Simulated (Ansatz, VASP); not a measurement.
One calculation of Rh, two programs

INCAR

```
PREC = Accurate
ENCUT = 520
EDIFF = 1E-6
ISMEAR = -1
SIGMA = 0.1
LREAL = False
LASPH = True
NELM = 100
ALGO = Normal
ISIF = 2
LWAVE = False
LCHARG = False
GGA = PE
NBANDS = 14
```

KPOINTS

```
regular mesh
0
Gamma
  12 12 12
```

File POSCAR:

```
Rh
1.0
    0.0000000000      1.8978500000      1.8978500000
    1.8978500000      0.0000000000      1.8978500000
    1.8978500000      1.8978500000      0.0000000000
Rh
1
Direct
    0.0000000000      0.0000000000      0.0000000000
```

Input for Ansatz:

```yaml
crystal:
  lattice:
    - [0.0, 1.89785, 1.89785]
    - [1.89785, 0.0, 1.89785]
    - [1.89785, 1.89785, 0.0]
  atoms:
    - { symbol: Rh, position: [0.0, 0.0, 0.0] }
basis:
  ecutwfc: 421.77648681281397
kpoints:
  mp_grid:
    grid: [12, 12, 12]
hamiltonian:
  xc: pbe
  pseudopotentials:
    kind: paw
scf:
  occupations:
    method: fermi_dirac
    width: 0.1
output:
  stress: true
```

Alike in both runs: task single point; functional PBE; k mesh 12 × 12 × 12; occupations fermi-dirac, width 0.1 eV; no spin polarisation.

```csv
,VASP,Ansatz
version,VASP 6.6.1,Ansatz 0.2.0
potentials or method,"VASP PAW PBE potentials, release 64 (Rh_pv)","plane waves, PAW"
plane-wave cutoff (eV),520,422
valence electrons in the cell,15,17
```

```tsv
	VASP	Ansatz	Ansatz less VASP
pressure (GPa)	7.9	7.7	-0.18
```

The two sets of potentials don't hold the same shells in valence.
